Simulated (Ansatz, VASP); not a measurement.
# Co (Co(0001)): VASP beside Ansatz

Aim: how closely do two programs agree when they are given the same cell, functional and k mesh? The cell is taken from a series of runs on this material, whose earlier steps may have relaxed, scaled, displaced or heated it; both programs get it as it stands.

Program: Ansatz 0.2.0. Level of theory: plane waves, with VASP 6.6.1 beside it; single point at PBE. Results are calculated unless marked as measured.

## Step 1: The structure

The cell holds 6 atoms: 6 Co. Its edges and angles: a = 2.510 Å, b = 2.510 Å, c = 28.178 Å, α = 90.0°, β = 90.0°, γ = 60.0°. Vacuum lies along c.

## Step 2: Ansatz: single point, PBE

Ansatz runs on its default PAW (the set named soft_2) files.

A single point gives forces, pressure and levels at one fixed geometry, so differences don't come from the geometry; what else differs is listed under the comparison.

input.yaml

```yaml
crystal:
  lattice:
    - [2.51, 0.0, 0.0]
    - [1.255, 2.1737237635, 0.0]
    - [0.0, 0.0, 28.17805]
  atoms:
    - { symbol: Co, position: [0.6666666667, 0.6666666667, 0.3193975453], spin: 1.7 }
    - { symbol: Co, position: [0.0, 0.0, 0.3916385272], spin: 1.7 }
    - { symbol: Co, position: [0.6666666667, 0.6666666667, 0.4638795091], spin: 1.7 }
    - { symbol: Co, position: [0.0, 0.0, 0.5361204909], spin: 1.7 }
    - { symbol: Co, position: [0.6666666667, 0.6666666667, 0.6083614728], spin: 1.7 }
    - { symbol: Co, position: [0.0, 0.0, 0.6806024547], spin: 1.7 }
magnetization:
  spin_polarized: true
kpoints:
  mp_grid: { grid: [24, 24, 1] }
hamiltonian:
  xc: pbe
scf:
  occupations: { method: fermi_dirac, width: 0.1 }
  convergence: { dr2_threshold: 1.0e-10 }
efield:
  axis: 3
  dipole_correction: true
  ramp_position: 0.97
  ramp_width: 0.06
  amplitude: 0
output:
  forces: true
  write_potential: true
  write_density: true
  volumetric_format: npy
```

Started as:

```console
$ ansatz run input.yaml --threads 4 --pin off --max-ram 6144MiB --backend cpu --events-out ev --progress --plain --runs-dir out
```

Numbers of over 12 decimals in the logs are rounded to 6 here.

Output:

```text
Engine: ansatz 0.2.0, x86_64-unknown-linux-gnu
Pseudopotentials: kind: paw
Pseudopotential: Co, paw, valence charge 17, recommended cutoff 420 eV (normal), Co.paw.azcp
Functional definition: PBE
  parameter kappa = 0.804
  parameter beta = 0.066725
  exchange = pbe_x(kappa = kappa, mu = beta*pi^2/3)
  correlation = pbe_c(beta = beta)
Crystal: 6 atoms, lattice volume = 153.741 Å³
Basis set: ecut = 420 eV, 3017 PW (Γ), exchange–correlation on 36×36×384 points (8 copies of the dense FFT grid, shifted against one another)
Bands: 68, of which v1, the nominal top of the filled ones, is band 51 counted from 1 (50 counted from 0)
Symmetry: 6 space group operations
k-points: 61 of 576 (time reversal used)
Non-local potential: Co, projectors of the file, l = 0: 3, l = 1: 2, l = 2: 3, l = 3: 1
PAW form: soft (Blöchl's): semilocal exchange-correlation on the pseudo side does not see the compensation charge
PAW one-centre angular grid: Co, 590 points (default); XC on 64 Gauss nodes
Initial density: superposition of atomic densities (neutral atoms: chi_scale 0, normalization atom)
Starting moments: Σ|m| = 10.2 μB on 6 of 6 sites
Initial wavefunctions: pseudopotential atomic-orbital guess
Functional: x = pbe(κ = 0.804, μ = 0.219515), c = pbe(β = 0.066725)
SCF iter   1: F=—  HF=-30753.118093 eV  |F-HF|=—  |Δ(HF+E_count)|=         —  Δρ=6.83e-2 (↑1.68e-2 ↓6.83e-2)  dr2=9.98e0  dr2_m=1.97e0  M=10.719 μB ∫|m|=11.085 μB  β_m=1.00  ethr=3.10e-3  p=0.000 e·Å  D=6.08e-13 V/Å  ΔV_dip=-0.00 eV  dr2_dipole=5.49e-8  V_vac-E_F(+/−)=7.51/7.51 eV  ⟨swp⟩=10.3  Hψ=41223  notcnv=0  defer=168
Mixer restart at iter 1: flushing history
efield: sawtooth ramp at fractional position 0.9700 (set: `efield.ramp_position`, or a place that a band, a saddle search or an elastic batch's reference lends), width 0.0600; the density the first Hamiltonian is built on has a dipole p = 0.000 e·Å; the dipole correction subtracts the counter field D = 6.08e-13 V/Å, which shifts the + side's vacuum level by -0.00 eV against the − side's; the planar-averaged density in the ramp window peaks in size at 3.5e-6 e/Å³
preconditioner: auto → LDOS  [metal: Δε(μ)=0.003 eV  Ē_g=7.445 eV  σ=0.100 eV  W_gap=0.01  n_scr=22 (ndim 8)  ℏωp=22.0 eV  f_vac=0.521  D(μ)=6.31/eV (n_scr^D=24)]
spin=Collinear: LDOS preconditioning applied to the charge; magnetization (m = ρ↑ − ρ↓) channel mixes plain (no charge-response kernel on spin).
SCF iter   2: F=—  HF=-30751.813799 eV  |F-HF|=—  |Δ(HF+E_count)|=    1.30e0  Δρ=1.45e-2 (↑1.45e-2 ↓8.59e-3)  dr2=6.74e-1  dr2_m=1.37e-1  M=10.643 μB ∫|m|=11.465 μB  β_m=0.33  ethr=3.10e-3  p=-0.000 e·Å  D=-8.31e-6 V/Å  ΔV_dip=0.00 eV  dr2_dipole=6.46e-8  V_vac-E_F(+/−)=6.52/6.52 eV  ⟨swp⟩=2.7  Hψ=14755  notcnv=0  defer=348
density mixer auto → msr1: a metal under ldos (density of states about μ 2.93 of a free-electron gas's, 22 screened modes)
SCF iter   3: F=—  HF=-30753.615111 eV  |F-HF|=—  |Δ(HF+E_count)|=    1.80e0  Δρ=6.96e-3 (↑6.96e-3 ↓6.81e-3)  dr2=1.17e-1  dr2_m=5.25e-2  M=10.466 μB ∫|m|=11.401 μB  β_m=0.48  ethr=6.61e-4  p=0.000 e·Å  D=7.82e-6 V/Å  ΔV_dip=-0.00 eV  dr2_dipole=1.08e-8  V_vac-E_F(+/−)=5.95/5.95 eV  ⟨swp⟩=2.9  Hψ=13733  notcnv=0  defer=345
SCF iter   4: F=—  HF=-30755.082613 eV  |F-HF|=—  |Δ(HF+E_count)|=    1.47e0  Δρ=8.15e-3 (↑4.84e-3 ↓8.15e-3)  dr2=1.12e-1  dr2_m=3.12e-2  M=10.229 μB ∫|m|=11.243 μB  β_m=0.53  ethr=1.15e-4  p=0.000 e·Å  D=6.51e-6 V/Å  ΔV_dip=-0.00 eV  dr2_dipole=1.18e-9  V_vac-E_F(+/−)=5.37/5.37 eV  ⟨swp⟩=3.2  Hψ=17770  notcnv=0  defer=324
SCF iter   5: F=—  HF=-30755.413990 eV  |F-HF|=—  |Δ(HF+E_count)|=   3.31e-1  Δρ=2.22e-3 (↑1.92e-3 ↓2.22e-3)  dr2=2.04e-2  dr2_m=9.90e-4  M=10.128 μB ∫|m|=11.127 μB  β_m=0.77  ethr=1.10e-4  p=0.000 e·Å  D=5.44e-6 V/Å  ΔV_dip=-0.00 eV  dr2_dipole=8.59e-9  V_vac-E_F(+/−)=5.21/5.21 eV  ⟨swp⟩=2.1  Hψ=15246  notcnv=0  defer=381
SCF iter   6: F=—  HF=-30755.488426 eV  |F-HF|=—  |Δ(HF+E_count)|=   7.44e-2  Δρ=2.36e-3 (↑2.36e-3 ↓1.49e-3)  dr2=1.72e-2  dr2_m=6.97e-4  M=10.074 μB ∫|m|=11.104 μB  β_m=0.67  ethr=2.00e-5  p=-0.000 e·Å  D=-2.38e-6 V/Å  ΔV_dip=0.00 eV  dr2_dipole=6.22e-8  V_vac-E_F(+/−)=5.09/5.09 eV  ⟨swp⟩=2.8  Hψ=17997  notcnv=0  defer=392
SCF iter   7: F=—  HF=-30755.491327 eV  |F-HF|=—  |Δ(HF+E_count)|=   2.90e-3  Δρ=6.21e-4 (↑4.07e-4 ↓6.21e-4)  dr2=1.40e-3  dr2_m=4.75e-5  M=10.048 μB ∫|m|=11.090 μB  β_m=0.59  ethr=1.69e-5  p=0.000 e·Å  D=1.90e-7 V/Å  ΔV_dip=-0.00 eV  dr2_dipole=6.36e-9  V_vac-E_F(+/−)=5.02/5.02 eV  ⟨swp⟩=2.5  Hψ=15441  notcnv=0  defer=407
SCF iter   8: F=—  HF=-30755.490637 eV  |F-HF|=—  |Δ(HF+E_count)|=   6.90e-4  Δρ=1.89e-4 (↑1.47e-4 ↓1.89e-4)  dr2=6.21e-5  dr2_m=1.80e-5  M=10.044 μB ∫|m|=11.090 μB  β_m=0.79  ethr=1.37e-6  p=-0.000 e·Å  D=-6.61e-7 V/Å  ΔV_dip=0.00 eV  dr2_dipole=3.97e-10  V_vac-E_F(+/−)=4.99/4.99 eV  ⟨swp⟩=2.6  Hψ=14088  notcnv=0  defer=410
[...]
SCF iter  14: F=—  HF=-30755.491088 eV  |F-HF|=—  |Δ(HF+E_count)|=   4.47e-9  Δρ=1.75e-6 (↑1.75e-6 ↓1.75e-6)  dr2=1.19e-8  dr2_m=7.92e-10  M=10.049 μB ∫|m|=11.097 μB  β_m=0.53  ethr=7.06e-11  p=-0.000 e·Å  D=-2.40e-7 V/Å  ΔV_dip=0.00 eV  dr2_dipole=1.49e-9  V_vac-E_F(+/−)=4.98/4.98 eV  ⟨swp⟩=2.6  Hψ=15222  notcnv=0  defer=409
SCF iter  15: F=—  HF=-30755.491088 eV  |F-HF|=—  |Δ(HF+E_count)|=   1.18e-8  Δρ=8.76e-7 (↑6.37e-7 ↓8.76e-7)  dr2=1.99e-9  dr2_m=2.45e-10  M=10.049 μB ∫|m|=11.097 μB  β_m=0.62  ethr=1.17e-11  p=-0.000 e·Å  D=-1.99e-8 V/Å  ΔV_dip=0.00 eV  dr2_dipole=3.76e-11  V_vac-E_F(+/−)=4.98/4.98 eV  ⟨swp⟩=2.3  Hψ=11576  notcnv=0  defer=409
SCF iter  16: F=—  HF=-30755.491088 eV  |F-HF|=—  |Δ(HF+E_count)|=   4.13e-9  Δρ=3.96e-7 (↑3.96e-7 ↓3.57e-7)  dr2=3.70e-10  dr2_m=9.50e-11  M=10.049 μB ∫|m|=11.097 μB  β_m=0.64  ethr=1.95e-12  p=-0.000 e·Å  D=-5.21e-8 V/Å  ΔV_dip=0.00 eV  dr2_dipole=6.75e-11  V_vac-E_F(+/−)=4.98/4.98 eV  ⟨swp⟩=2.9  Hψ=16852  notcnv=0  defer=409
SCF iter  17: F=—  HF=-30755.491088 eV  |F-HF|=—  |Δ(HF+E_count)|=  6.48e-10  Δρ=1.79e-7 (↑1.74e-7 ↓1.79e-7)  dr2=9.10e-11  dr2_m=2.56e-11  M=10.049 μB ∫|m|=11.097 μB  β_m=0.65  ethr=1.00e-12  p=0.000 e·Å  D=1.79e-8 V/Å  ΔV_dip=-0.00 eV  dr2_dipole=9.21e-12  V_vac-E_F(+/−)=4.98/4.98 eV  ⟨swp⟩=2.5  Hψ=12267  notcnv=0  defer=409
SCF iter  18: F=—  HF=-30755.491088 eV  |F-HF|=—  |Δ(HF+E_count)|=  9.02e-10  Δρ=1.83e-7 (↑1.05e-7 ↓1.83e-7)  dr2=1.03e-10  dr2_m=2.99e-12  M=10.049 μB ∫|m|=11.097 μB  β_m=0.60  ethr=1.00e-12  p=0.000 e·Å  D=7.72e-9 V/Å  ΔV_dip=-0.00 eV  dr2_dipole=1.35e-12  V_vac-E_F(+/−)=4.98/4.98 eV  ⟨swp⟩=1.5  Hψ=9237  notcnv=0  defer=409
SCF iter  19: F=-30755.491088 eV  HF=-30755.491088 eV  |F-HF|=3.20e-10  |Δ(HF+E_count)|=   1.53e-9  Δρ=5.42e-8 (↑3.60e-8 ↓5.42e-8)  dr2=1.35e-11  dr2_m=2.78e-13  M=10.049 μB ∫|m|=11.097 μB  ethr=1.00e-12  p=0.000 e·Å  D=8.46e-10 V/Å  ΔV_dip=-0.00 eV  dr2_dipole=3.08e-12  V_vac-E_F(+/−)=4.98/4.98 eV  ⟨swp⟩=15.3  Hψ=51034  notcnv=0
SCF 1 converged in 19 iterations: F = -30755.491088 eV  dr2 = 1.35e-11
  greatest PAW one-centre occupation: 1.002 electrons in one spin orbital (limit 2), on the Co atom at site 5 (counted from 0), in its partial waves of l = 1
WARN: The output density's exchange-correlation potential varies sharply where the density is thin. Do not read a vacuum level from v_tot or v_xc, or from such a field of the output density. On a cell that repeats whose density bears no net charge and no dipole along the vacuum's axis use v_es (v_loc + v_h of the components); under efield.dipole_correction with no amplitude use v_es + v_field, which holds any externa [...]
SCF converged after 19 iterations
Magnetization: 10.0490 μB (56.0245 up, 45.9755 down)
Absolute magnetization: 11.0997 μB (∫|ρ↑−ρ↓|, with the PAW one-centre terms)
Spin contamination: 0.2125 ħ² per cell (⟨S²⟩ above its minimum at these occupations)
Per-site moments (μB) at R_I (Å): [(1.811308, 1.030734), (1.739639, 1.030734), (1.700233, 1.030734), (1.700233, 1.030734), (1.739639, 1.030734), (1.811308, 1.030734)]
Free energy (F): -30755.491088 eV
Harris-Foulkes:  -30755.491088 eV  (|F-HF|=3.20e-10)
Internal energy: -30755.287222 eV  (E = F + TS)
E sigma→0 (E₀):  -30755.389155 eV
Entropy (-TS):   -0.203867 eV (-33.978 meV/atom)
Fermi energy:    5.145580 eV
Dipole field:    D = 0.000003 V/Å  (p = 0.000002 e·Å, saw-weighted, corrected)
Work function:   Φ+ = 4.9822 eV   Φ− = 4.9822 eV
Levels:          The Fermi level and band energies are counted from a zero that moves with the ramp; work functions are not
--- Per-component energies (eV) ---
  E_band       = -2839.600506
  E_kinetic    = 2713.384567
  E_local      = -281494.656514  (includes V_loc(G=0)·N_el)
  E_nonlocal   = 2730.018886
  E_hartree    = 138686.063549
  E_xc         = -949.275922
  E_vxc        = -1224.566416  (∫ρ·V_xc dr)
  E_paw        = -9093.768145  (= ΣΔE_a)
  E_vpaw       = -2935.909111  (= ΣTr[D̂ρ^β])
  E_aug_tail   = 0.000479  (compensation charges beyond the density's cutoff)
  E_efield     = 0.000000  (sawtooth field / dipole correction)
  E_vefield    = 0.000000  (∫n·V_field dr)
  E_ewald      = 116652.945880
  E_smearing   = -0.203867  (= −TS)
  E_closure    = 0.000000  (closes the sum)
  Σ components = -30755.491088   (vs F -30755.491088, Δ=0.00e0)
--- Forces (eV/Å), atoms counted from 1 ---
  atom   1  Co     0.00000000    -0.00000000     0.45294276
  atom   2  Co     0.00000000     0.00000000    -0.37531619
  atom   3  Co    -0.00000000    -0.00000000     0.14640544
  atom   4  Co     0.00000000     0.00000000    -0.14640571
  atom   5  Co    -0.00000000    -0.00000000     0.37531612
  atom   6  Co    -0.00000000    -0.00000000    -0.45294279
  max |Σ_I F_I| component: 3.67e-7 eV/Å
--- Band table (eV; the first three rows and the last of 122) ---
  k-point 0 ↑: bands = [... 47 lower, 3.2846, 3.2846, 3.5160, 3.5160, 3.8098, 3.8098, 4.0343, 4.0343, ... 13 higher]
  k-point 1 ↑: bands = [... 47 lower, 3.2695, 3.2721, 3.5080, 3.5189, 3.7842, 3.8044, 3.9605, 4.0183, ... 13 higher]
  k-point 2 ↑: bands = [... 47 lower, 3.2194, 3.2407, 3.4517, 3.4874, 3.6295, 3.7568, 3.7898, 4.0144, ... 13 higher]
  k-point 60 ↓: bands = [... 47 lower, 5.9157, 5.9157, 6.0257, 6.0745, 6.0745, 6.1615, 6.1615, 10.5074, ... 13 higher]
```

In the SCF lines HF is the Harris–Foulkes energy and dr2 the Hartree energy of the density residual, in eV; the loop may stop once dr2 is under the threshold and the program's other checks hold. Hψ counts applications of the Hamiltonian.

(Continued in part 2 of 2.)

[Lines on the potential files, build, host, timing and source positions are cut from VASP's logs without a mark.]

[Logs are printed without paths, hosts, clocks, repeated set-up lines and the standing remarks that a program may print on its own settings, such as how far it seeks lower states.]

[Hosts, paths, dates, database ids (printed as entryN), source tags and the programs' standing remarks are cut or masked in the printed files.]
